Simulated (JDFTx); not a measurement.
## Pd under changes of volume

One of the cells (14.750 Å³/atom); the others are scaled copies at fixed shape and fractional positions:

```xyz
1
Lattice="0.0000 1.9465 1.9465 1.9465 0.0000 1.9465 1.9465 1.9465 0.0000" Properties=species:S:1:pos:R:3 pbc="T T T"
Pd    0.0000    0.0000    0.0000
```

| Item | Value |
| --- | --- |
| Program | JDFTx 1.7.0 (patched build) |
| Functional | PBEsol |
| Potentials or basis | PseudoDojo-SR-PBEsol-0.4.1-standard with smoothed tails |
| Cutoff | 1116 eV |
| Density cutoff | 4463 eV |
| k mesh | 12 × 12 × 12 |
| Occupations | fermi-dirac, width 0.05 eV |
| Spin | no spin polarisation |

| volume (Å³/atom) | energy over the lowest point (meV/atom) | pressure (GPa) |
| --- | --- | --- |
| 13.865 | ? | ? |
| 14.160 | 5.86 | 5.7 |
| 14.455 | 0.00 | 1.0 |
| 14.750 | 2.14 | -3.0 |
| 15.045 | 11.26 | -6.6 |
| 15.340 | 26.49 | -9.7 |
| 15.635 | 46.98 | -12.4 |

Task: What does the run at 13.865 Å³/atom give?

Result: Energy over the lowest point 20.87 meV/atom; pressure 11.0 GPa.

Worked out: A Birch-Murnaghan fit of order 3 (a polynomial in V^(-2/3)) to the other rows has its minimum at 14.52 Å³/atom with B0 = V·E''(V) = 208 GPa and B' = 5.7. It gives 20.91 meV/atom at 13.865 Å³/atom, against the run's 20.87, and -dE/dV = 10.9 GPa, against 11.0.

Energies are extrapolated to zero smearing.

Caveats: this set's palladium file may shift the pressure by some GPa.
